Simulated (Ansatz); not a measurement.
# CoSi: pulling the crystal apart

Aim: for CoSi, open the crystal across a (1 0 0) plane.

The COD entry's cell or inner coordinates are ideal or old and differ from later refinements, so a difference from it is no clean test against experiment.

Computed with Ansatz 0.2.0 (DFT PBEsol, scalar-relativistic, plane waves, PAW, unless a step's input says otherwise).

2 further runs of the same task are left out: 2 set aside as unsound or not needed.

### Step 1. Starting point

Symmetry: P2_13, No. 198, cubic system. The conventional cell has a = 4.386 Å, b = 4.386 Å, c = 4.386 Å, α = 90.00°, β = 90.00°, γ = 90.00°. Co (site symmetry 3) is surrounded by 7 Si at 2.30 to 2.40 Å. Around Si (site symmetry 3) lie 7 Co at 2.30 to 2.40 Å.

Coordinates:

```
CELL_PARAMETERS angstrom
0.00000 -4.38583 0.00000
0.00000 0.00000 -4.38583
8.77165 0.00000 0.00000
ATOMIC_POSITIONS crystal
Co 0.85436 0.85436 0.07282
Co 0.85436 0.85436 0.57282
Co 0.14564 0.35436 0.17718
Co 0.14564 0.35436 0.67718
Co 0.64564 0.14564 0.32282
Co 0.64564 0.14564 0.82282
Co 0.35436 0.64564 0.42718
Co 0.35436 0.64564 0.92718
Si 0.15667 0.15667 0.42166
Si 0.15667 0.15667 0.92166
Si 0.84333 0.65667 0.32834
Si 0.84333 0.65667 0.82834
Si 0.34333 0.84333 0.17166
Si 0.34333 0.84333 0.67166
Si 0.65667 0.34333 0.07834
Si 0.65667 0.34333 0.57834
```

It is built from the cell relaxed beforehand with the same method (10.55 Å³/atom).

### Step 2. The undisturbed cell

Input file input.yaml:

```yaml
crystal:
  lattice:
    - [0.0, -4.3858255181, 0.0]
    - [0.0, 0.0, -4.3858255181]
    - [8.7716510362, 0.0, 0.0]
  atoms:
    - { symbol: Co, position: [0.8543553236, 0.8543553236, 0.0728223382] }
    - { symbol: Co, position: [0.8543553236, 0.8543553236, 0.5728223382] }
    - { symbol: Co, position: [0.1456446764, 0.3543553236, 0.1771776618] }
    - { symbol: Co, position: [0.1456446764, 0.3543553236, 0.6771776618] }
    - { symbol: Co, position: [0.6456446764, 0.1456446764, 0.3228223382] }
    - { symbol: Co, position: [0.6456446764, 0.1456446764, 0.8228223382] }
    - { symbol: Co, position: [0.3543553236, 0.6456446764, 0.4271776618] }
    - { symbol: Co, position: [0.3543553236, 0.6456446764, 0.9271776618] }
    - { symbol: Si, position: [0.15667115, 0.15667115, 0.421664425] }
    - { symbol: Si, position: [0.15667115, 0.15667115, 0.921664425] }
    - { symbol: Si, position: [0.84332885, 0.65667115, 0.328335575] }
    - { symbol: Si, position: [0.84332885, 0.65667115, 0.828335575] }
    - { symbol: Si, position: [0.34332885, 0.84332885, 0.171664425] }
    - { symbol: Si, position: [0.34332885, 0.84332885, 0.671664425] }
    - { symbol: Si, position: [0.65667115, 0.34332885, 0.078335575] }
    - { symbol: Si, position: [0.65667115, 0.34332885, 0.578335575] }
basis:
  ecutwfc: 420
kpoints:
  mp_grid: { grid: [9, 9, 5] }
hamiltonian:
  xc: pbesol
scf:
  occupations: { method: gaussian, width: 0.15 }
output:
  forces: true
  stress: true
  eigenvalues: true
  write_density: true
  write_potential: true
  elf: true
  volumetric_format: npy
```

Command:

```bash
$ ansatz run input.yaml --threads 2 --pin off --max-ram 5120MiB --backend cpu --events-out ev --progress --plain --runs-dir out
```

The program printed (excerpt; [...] marks lines left out):

```text
Warning: RAYON_NUM_THREADS=2 ignored (pool sized by the plan → 2); use --threads N
[...]
Pseudopotentials: kind: paw
Pseudopotential: Co, paw, valence charge 17, recommended cutoff 420 eV (normal), Co.paw.azcp
Pseudopotential: Si, paw, valence charge 4, recommended cutoff 420 eV (normal), Si.paw.azcp
Functional definition: PBEsol
[...]
Crystal: 16 atoms, lattice volume = 168.727 Å³
Basis set: ecut = 420 eV, 3301 PW (Γ), exchange–correlation on 60×60×120 points (8 copies of the dense FFT grid, shifted against one another)
Bands: 101, of which v1, the nominal top of the filled ones, is band 84 counted from 1 (83 counted from 0)
Symmetry: 8 space group operations
Space group: P213 (ITA 198), of the structure as read, at distance tolerance 5.5e-5 Å
k-points: 75 of 405 (time reversal used)
[...]
SCF iter   1: F=—  HF=-45727.601519 eV  |F-HF|=—  |Δ(HF+E_count)|=         —  Δρ=1.58e-2  dr2=1.91e-1  ethr=1.77e-3  ⟨swp⟩=6.2  Hψ=29042  notcnv=0  defer=9
[...]
SCF iter   7: F=-45727.562489 eV  HF=-45727.562489 eV  |F-HF|=1.77e-8  |Δ(HF+E_count)|=   2.86e-7  Δρ=5.24e-6  dr2=3.62e-8  ethr=5.95e-11  ⟨swp⟩=12.0  Hψ=57762  notcnv=0
[...]
SCF converged after 7 iterations
Free energy (F): -45727.562489 eV
[...]
E sigma→0 (E₀):  -45727.546343 eV
Entropy (-TS):   -0.032292 eV (-2.018 meV/atom)
Fermi energy:    17.219299 eV
[...]
--- Forces (eV/Å), atoms counted from 1 ---
  atom   1  Co    -0.00059402    -0.00060201    -0.00056922
  atom   2  Co    -0.00059402    -0.00060201    -0.00056922
  atom   3  Co     0.00059402     0.00060201    -0.00056922
  atom   4  Co     0.00059402     0.00060201    -0.00056922
  atom   5  Co    -0.00059402     0.00060201     0.00056922
  atom   6  Co    -0.00059402     0.00060201     0.00056922
  atom   7  Co     0.00059402    -0.00060201     0.00056922
  atom   8  Co     0.00059402    -0.00060201     0.00056922
[...]
--- Stress (GPa, compression-positive) ---
       -0.013494       0.000000       0.000000
        0.000000      -0.014136       0.000000
        0.000000       0.000000      -0.013861
  P = ⅓ Tr σ = -0.0138 GPa (-0.138 kbar)
--- Band table (eV; the first three rows and the last of 75) ---
[...]
```

Run time: 2.1 min. Hardware: 2 threads of Arm Neoverse V2, shared host; peak memory 1.1 GiB.

Density in a lattice plane of the grid's cell (edges 4.39 and 8.77 Å, at 0.146 of the third edge), which holds Co and Si.

Ten even steps from '0' (0.11 e/Å³) to '9' (30.25 e/Å³):
```
000000000000
000000000000
000000059200
000000069200
000000000000
000000000000
000000000000
000000000000
000000000000
000000000000
000000000000
000000000000
000000059200
000000069200
000000000000
000000000000
000000000000
000000000000
000000000000
000000000000
```
Columns run along the first of these edges and rows up along the second, over one cell in 12 and 20 even steps from the bottom left corner. Atoms in the plane (fractional): Co at (0.65, 0.32), Co at (0.65, 0.82), Si at (0.16, 0.42), Si at (0.16, 0.92).

ELF in the same plane.

Ten even steps from '0' (0.15) to '9' (0.94):
```
411044211235
511154012015
643551189503
455430189501
111221012001
000133211121
000133455532
111222345542
355321246642
554332245544
411044211235
511154012015
643551189503
455430189501
111221012001
000133211121
000133455532
111222345542
355321246642
554332245544
```
Columns run along the first of these edges and rows up along the second, over one cell in 12 and 20 even steps from the bottom left corner. Atoms in the plane (fractional): Co at (0.65, 0.32), Co at (0.65, 0.82), Si at (0.16, 0.42), Si at (0.16, 0.92).

Both are smooth fields of the valence electrons: close to the nuclei they are not physical.

Maxima of ELF outside the ion cores: 0.68 on the Si–Co line, 0.9 Å from Si.

The cell is repeated 2 times, 16 atoms in all. Reference values: F = -45727.5625 eV; pressure -0.01 GPa; largest force 0.005 eV/Å; gap on the mesh none (metal).

### Step 3. The scan: pulling the crystal apart

The cut lies on the cell's a–b face, a (1 0 0) plane of area 19.24 Å², between layers 1.28 Å apart (Co, Si below, Co, Si above); the cell is 8.8 Å thick. Vector c is lengthened by d along the normal with the atoms' Cartesian places fixed: one unrelaxed cut per cell.

### Step 4. d = 1.00 Å

Input file input.yaml:

```yaml
crystal:
  lattice:
    - [0.0, -4.3858255181, 0.0]
    - [0.0, 0.0, -4.3858255181]
    - [9.7716510362, 0.0, 0.0]
  atoms:
    - { symbol: Co, position: [0.8543553236, 0.8543553236, 0.7386172908] }
    - { symbol: Co, position: [0.8543553236, 0.8543553236, 0.2897857165] }
    - { symbol: Co, position: [0.1456446764, 0.3543553236, 0.8322932192] }
    - { symbol: Co, position: [0.1456446764, 0.3543553236, 0.3834616449] }
    - { symbol: Co, position: [0.6456446764, 0.1456446764, 0.0653699294] }
    - { symbol: Co, position: [0.6456446764, 0.1456446764, 0.5142015037] }
    - { symbol: Co, position: [0.3543553236, 0.6456446764, 0.1590458578] }
    - { symbol: Co, position: [0.3543553236, 0.6456446764, 0.6078774321] }
    - { symbol: Si, position: [0.15667115, 0.15667115, 0.1540968282] }
    - { symbol: Si, position: [0.15667115, 0.15667115, 0.6029284025] }
    - { symbol: Si, position: [0.84332885, 0.65667115, 0.0703189589] }
    - { symbol: Si, position: [0.84332885, 0.65667115, 0.5191505332] }
    - { symbol: Si, position: [0.34332885, 0.84332885, 0.8273441897] }
    - { symbol: Si, position: [0.34332885, 0.84332885, 0.3785126154] }
    - { symbol: Si, position: [0.65667115, 0.34332885, 0.7435663204] }
    - { symbol: Si, position: [0.65667115, 0.34332885, 0.2947347461] }
basis:
  ecutwfc: 420
kpoints:
  mp_grid: { grid: [9, 9, 5] }
hamiltonian:
  xc: pbesol
scf:
  occupations: { method: gaussian, width: 0.15 }
output:
  forces: true
  stress: true
  eigenvalues: true
```

Command:

```bash
$ ansatz run input.yaml --threads 2 --pin off --max-ram 5120MiB --backend cpu --events-out ev --progress --plain --runs-dir out
```

The program printed (excerpt; [...] marks lines left out):

```text
Warning: RAYON_NUM_THREADS=2 ignored (pool sized by the plan → 2); use --threads N
[...]
Pseudopotentials: kind: paw
Pseudopotential: Co, paw, valence charge 17, recommended cutoff 420 eV (normal), Co.paw.azcp
Pseudopotential: Si, paw, valence charge 4, recommended cutoff 420 eV (normal), Si.paw.azcp
Functional definition: PBEsol
[...]
Crystal: 16 atoms, lattice volume = 187.962 Å³
Basis set: ecut = 420 eV, 3681 PW (Γ), exchange–correlation on 60×60×144 points (8 copies of the dense FFT grid, shifted against one another)
Bands: 101, of which v1, the nominal top of the filled ones, is band 84 counted from 1 (83 counted from 0)
Symmetry: 2 space group operations
Space group: P21 (ITA 4), of the structure as read, at distance tolerance 5.7e-5 Å
k-points: 115 of 405 (time reversal used)
[...]
SCF converged after 9 iterations
Free energy (F): -45724.131821 eV
[...]
E sigma→0 (E₀):  -45724.101961 eV
Entropy (-TS):   -0.059720 eV (-3.732 meV/atom)
Fermi energy:    14.983221 eV
[...]
--- Forces (eV/Å), atoms counted from 1 ---
  atom   1  Co     0.08077664     0.36549305    -0.00883361
  atom   2  Co     0.23546681    -0.01267075    -0.01844402
  atom   3  Co     0.77047378    -0.19823742     0.07679644
  atom   4  Co    -0.00572719     0.04814879     0.00647802
  atom   5  Co    -0.77047378    -0.19823742    -0.07679644
  atom   6  Co     0.00572719     0.04814879    -0.00647802
  atom   7  Co    -0.08077664     0.36549305     0.00883361
  atom   8  Co    -0.23546681    -0.01267075     0.01844402
[...]
--- Stress (GPa, compression-positive) ---
       -9.645355       0.000000      -0.167703
        0.000000      -6.902738       0.000000
       -0.167702       0.000000      -6.784421
  P = ⅓ Tr σ = -7.7775 GPa (-77.775 kbar)
--- Band table (eV; the first three rows and the last of 115) ---
[...]
```

It took 2.6 min on 2 threads of Arm Neoverse V2, shared host; peak memory 1.6 GiB.

### Step 5. Point d = 3.00 Å

Input file input.yaml:

```yaml
crystal:
  lattice:
    - [0.0, -4.3858255181, 0.0]
    - [0.0, 0.0, -4.3858255181]
    - [11.7716510362, 0.0, 0.0]
  atoms:
    - { symbol: Co, position: [0.8543553236, 0.8543553236, 0.6131264334] }
    - { symbol: Co, position: [0.8543553236, 0.8543553236, 0.2405512097] }
    - { symbol: Co, position: [0.1456446764, 0.3543553236, 0.6908868495] }
    - { symbol: Co, position: [0.1456446764, 0.3543553236, 0.3183116258] }
    - { symbol: Co, position: [0.6456446764, 0.1456446764, 0.0542635979] }
    - { symbol: Co, position: [0.6456446764, 0.1456446764, 0.4268388216] }
    - { symbol: Co, position: [0.3543553236, 0.6456446764, 0.132024014] }
    - { symbol: Co, position: [0.3543553236, 0.6456446764, 0.5045992377] }
    - { symbol: Si, position: [0.15667115, 0.15667115, 0.1279158231] }
    - { symbol: Si, position: [0.15667115, 0.15667115, 0.5004910468] }
    - { symbol: Si, position: [0.84332885, 0.65667115, 0.0583717888] }
    - { symbol: Si, position: [0.84332885, 0.65667115, 0.4309470125] }
    - { symbol: Si, position: [0.34332885, 0.84332885, 0.6867786586] }
    - { symbol: Si, position: [0.34332885, 0.84332885, 0.3142034349] }
    - { symbol: Si, position: [0.65667115, 0.34332885, 0.6172346243] }
    - { symbol: Si, position: [0.65667115, 0.34332885, 0.2446594006] }
basis:
  ecutwfc: 420
kpoints:
  mp_grid: { grid: [9, 9, 5] }
hamiltonian:
  xc: pbesol
scf:
  occupations: { method: gaussian, width: 0.15 }
output:
  forces: true
  stress: true
  eigenvalues: true
```

Command:

```bash
$ ansatz run input.yaml --threads 2 --pin off --max-ram 5120MiB --backend cpu --events-out ev --progress --plain --runs-dir out
```

The program printed (excerpt; [...] marks lines left out):

```text
[...]
SCF converged after 10 iterations
Free energy (F): -45721.859893 eV
[...]
E sigma→0 (E₀):  -45721.811324 eV
Entropy (-TS):   -0.097137 eV (-6.071 meV/atom)
Fermi energy:    11.646566 eV
[...]
--- Forces (eV/Å), atoms counted from 1 ---
  atom   1  Co    -0.24720298     0.37834285     0.08295699
  atom   2  Co     0.38539124     0.05327261     0.05910785
  atom   3  Co    -1.09563231    -0.54973965     0.26613081
  atom   4  Co    -0.08285708     0.06898510     0.02017465
  atom   5  Co     1.09563231    -0.54973965    -0.26613081
  atom   6  Co     0.08285708     0.06898510    -0.02017465
  atom   7  Co     0.24720298     0.37834285    -0.08295699
  atom   8  Co    -0.38539124     0.05327261    -0.05910785
[...]
--- Stress (GPa, compression-positive) ---
       -2.632698       0.000000      -0.551377
        0.000000      -6.770656       0.000000
       -0.551377       0.000000      -6.991585
  P = ⅓ Tr σ = -5.4650 GPa (-54.650 kbar)
--- Band table (eV; the first three rows and the last of 115) ---
[...]
```

Run time: 3.4 min. Hardware: 2 threads of Arm Neoverse V2, shared host; peak memory 1.8 GiB.

### Step 6. At d = 0.50 Å

Input file input.yaml:

```yaml
crystal:
  lattice:
    - [0.0, -4.3858255181, 0.0]
    - [0.0, 0.0, -4.3858255181]
    - [9.2716510362, 0.0, 0.0]
  atoms:
    - { symbol: Co, position: [0.8543553236, 0.8543553236, 0.7784493169] }
    - { symbol: Co, position: [0.8543553236, 0.8543553236, 0.3054132308] }
    - { symbol: Co, position: [0.1456446764, 0.3543553236, 0.8771769846] }
    - { symbol: Co, position: [0.1456446764, 0.3543553236, 0.4041408984] }
    - { symbol: Co, position: [0.6456446764, 0.1456446764, 0.0688951877] }
    - { symbol: Co, position: [0.6456446764, 0.1456446764, 0.5419312738] }
    - { symbol: Co, position: [0.3543553236, 0.6456446764, 0.1676228554] }
    - { symbol: Co, position: [0.3543553236, 0.6456446764, 0.6406589415] }
    - { symbol: Si, position: [0.15667115, 0.15667115, 0.1624069355] }
    - { symbol: Si, position: [0.15667115, 0.15667115, 0.6354430216] }
    - { symbol: Si, position: [0.84332885, 0.65667115, 0.0741111076] }
    - { symbol: Si, position: [0.84332885, 0.65667115, 0.5471471937] }
    - { symbol: Si, position: [0.34332885, 0.84332885, 0.8719610646] }
    - { symbol: Si, position: [0.34332885, 0.84332885, 0.3989249785] }
    - { symbol: Si, position: [0.65667115, 0.34332885, 0.7836652368] }
    - { symbol: Si, position: [0.65667115, 0.34332885, 0.3106291507] }
basis:
  ecutwfc: 420
kpoints:
  mp_grid: { grid: [9, 9, 5] }
hamiltonian:
  xc: pbesol
scf:
  occupations: { method: gaussian, width: 0.15 }
output:
  forces: true
  stress: true
  eigenvalues: true
```

Command:

```bash
$ ansatz run input.yaml --threads 2 --pin off --max-ram 5120MiB --backend cpu --events-out ev --progress --plain --runs-dir out
```

The program printed (excerpt; [...] marks lines left out):

```text
Warning: RAYON_NUM_THREADS=2 ignored (pool sized by the plan → 2); use --threads N
[...]
Pseudopotentials: kind: paw
Pseudopotential: Co, paw, valence charge 17, recommended cutoff 420 eV (normal), Co.paw.azcp
Pseudopotential: Si, paw, valence charge 4, recommended cutoff 420 eV (normal), Si.paw.azcp
Functional definition: PBEsol
[...]
Crystal: 16 atoms, lattice volume = 178.345 Å³
Basis set: ecut = 420 eV, 3503 PW (Γ), exchange–correlation on 60×60×128 points (8 copies of the dense FFT grid, shifted against one another)
Bands: 101, of which v1, the nominal top of the filled ones, is band 84 counted from 1 (83 counted from 0)
Symmetry: 2 space group operations
Space group: P21 (ITA 4), of the structure as read, at distance tolerance 5.6e-5 Å
k-points: 115 of 405 (time reversal used)
[...]
SCF converged after 9 iterations
Free energy (F): -45726.075084 eV
[...]
E sigma→0 (E₀):  -45726.054779 eV
Entropy (-TS):   -0.040610 eV (-2.538 meV/atom)
Fermi energy:    16.069916 eV
[...]
--- Forces (eV/Å), atoms counted from 1 ---
  atom   1  Co     0.41068042     0.24598560    -0.04825599
  atom   2  Co     0.09137659    -0.01057739    -0.01425080
  atom   3  Co     1.32436145     0.04772286    -0.06038665
  atom   4  Co     0.00387906     0.02431058    -0.00559267
  atom   5  Co    -1.32436145     0.04772286     0.06038665
  atom   6  Co    -0.00387906     0.02431058     0.00559267
  atom   7  Co    -0.41068042     0.24598560     0.04825599
  atom   8  Co    -0.09137659    -0.01057739     0.01425080
[...]
--- Stress (GPa, compression-positive) ---
      -10.623069       0.000000       0.012163
        0.000000      -5.633358       0.000000
        0.012164       0.000000      -5.168237
  P = ⅓ Tr σ = -7.1416 GPa (-71.416 kbar)
--- Band table (eV; the first three rows and the last of 115) ---
[...]
```

Wall time 2.5 min (2 threads of Arm Neoverse V2, shared host); peak memory 1.5 GiB.

### Step 7. At d = 2.00 Å

Input file input.yaml:

```yaml
crystal:
  lattice:
    - [0.0, -4.3858255181, 0.0]
    - [0.0, 0.0, -4.3858255181]
    - [10.7716510362, 0.0, 0.0]
  atoms:
    - { symbol: Co, position: [0.8543553236, 0.8543553236, 0.67004681] }
    - { symbol: Co, position: [0.8543553236, 0.8543553236, 0.2628830889] }
    - { symbol: Co, position: [0.1456446764, 0.3543553236, 0.7550262138] }
    - { symbol: Co, position: [0.1456446764, 0.3543553236, 0.3478624927] }
    - { symbol: Co, position: [0.6456446764, 0.1456446764, 0.0593012284] }
    - { symbol: Co, position: [0.6456446764, 0.1456446764, 0.4664649495] }
    - { symbol: Co, position: [0.3543553236, 0.6456446764, 0.1442806321] }
    - { symbol: Co, position: [0.3543553236, 0.6456446764, 0.5514443532] }
    - { symbol: Si, position: [0.15667115, 0.15667115, 0.1397910521] }
    - { symbol: Si, position: [0.15667115, 0.15667115, 0.5469547732] }
    - { symbol: Si, position: [0.84332885, 0.65667115, 0.0637908084] }
    - { symbol: Si, position: [0.84332885, 0.65667115, 0.4709545295] }
    - { symbol: Si, position: [0.34332885, 0.84332885, 0.7505366337] }
    - { symbol: Si, position: [0.34332885, 0.84332885, 0.3433729127] }
    - { symbol: Si, position: [0.65667115, 0.34332885, 0.67453639] }
    - { symbol: Si, position: [0.65667115, 0.34332885, 0.267372669] }
basis:
  ecutwfc: 420
kpoints:
  mp_grid: { grid: [9, 9, 5] }
hamiltonian:
  xc: pbesol
scf:
  occupations: { method: gaussian, width: 0.15 }
output:
  forces: true
  stress: true
  eigenvalues: true
```

Command:

```bash
$ ansatz run input.yaml --threads 2 --pin off --max-ram 5120MiB --backend cpu --events-out ev --progress --plain --runs-dir out
```

The program printed (excerpt; [...] marks lines left out):

```text
Warning: RAYON_NUM_THREADS=2 ignored (pool sized by the plan → 2); use --threads N
[...]
Pseudopotentials: kind: paw
Pseudopotential: Co, paw, valence charge 17, recommended cutoff 420 eV (normal), Co.paw.azcp
Pseudopotential: Si, paw, valence charge 4, recommended cutoff 420 eV (normal), Si.paw.azcp
Functional definition: PBEsol
[...]
Crystal: 16 atoms, lattice volume = 207.198 Å³
Basis set: ecut = 420 eV, 4107 PW (Γ), exchange–correlation on 60×60×144 points (8 copies of the dense FFT grid, shifted against one another)
Bands: 101, of which v1, the nominal top of the filled ones, is band 84 counted from 1 (83 counted from 0)
Symmetry: 2 space group operations
Space group: P21 (ITA 4), of the structure as read, at distance tolerance 5.9e-5 Å
k-points: 115 of 405 (time reversal used)
[...]
SCF converged after 10 iterations
Free energy (F): -45722.274564 eV
[...]
E sigma→0 (E₀):  -45722.227780 eV
Entropy (-TS):   -0.093567 eV (-5.848 meV/atom)
Fermi energy:    13.153693 eV
[...]
--- Forces (eV/Å), atoms counted from 1 ---
  atom   1  Co    -0.21050625     0.39209767     0.07522020
  atom   2  Co     0.34835510     0.03854571     0.03171798
  atom   3  Co    -0.64094641    -0.49860431     0.24845244
  atom   4  Co    -0.06464733     0.07097320     0.02209808
  atom   5  Co     0.64094641    -0.49860431    -0.24845244
  atom   6  Co     0.06464733     0.07097320    -0.02209808
  atom   7  Co     0.21050625     0.39209767    -0.07522020
  atom   8  Co    -0.34835510     0.03854571    -0.03171798
[...]
--- Stress (GPa, compression-positive) ---
       -4.434193       0.000000      -0.670988
        0.000000      -7.353280       0.000000
       -0.670988       0.000000      -7.304619
  P = ⅓ Tr σ = -6.3640 GPa (-63.640 kbar)
--- Band table (eV; the first three rows and the last of 115) ---
[...]
```

Wall time 3.3 min (2 threads of Arm Neoverse V2, shared host); peak memory 1.7 GiB.

### Step 8. The scan collected

The scan, with free energies counted from the undisturbed cell:

| d (Å) | energy (J/m²) | traction (GPa) |
| --- | --- | --- |
| 0.00 | 0.00 | 0.0 |
| 0.50 | 1.24 | 35.3 |
| 1.00 | 2.86 | 27.0 |
| 2.00 | 4.40 | 6.8 |
| 3.00 | 4.75 | 1.4 |

### Step 9. Summary of results

```
                quantity                   value
    energy at d = 3.00 Å               4.75 J/m²
largest traction sampled  35.3 GPa at d = 0.50 Å
```

What this shows: At the widest gap sampled, 3.00 Å, the traction is still 1.4 GPa, so 4.75 J/m² is not yet the full work of separation. The traction peaks at 35.3 GPa near 0.50 Å, an estimate of the ideal strength of rigid blocks on this coarse sampling. Spin polarisation is off in the runs that give these values; a magnetic solution could lie lower.
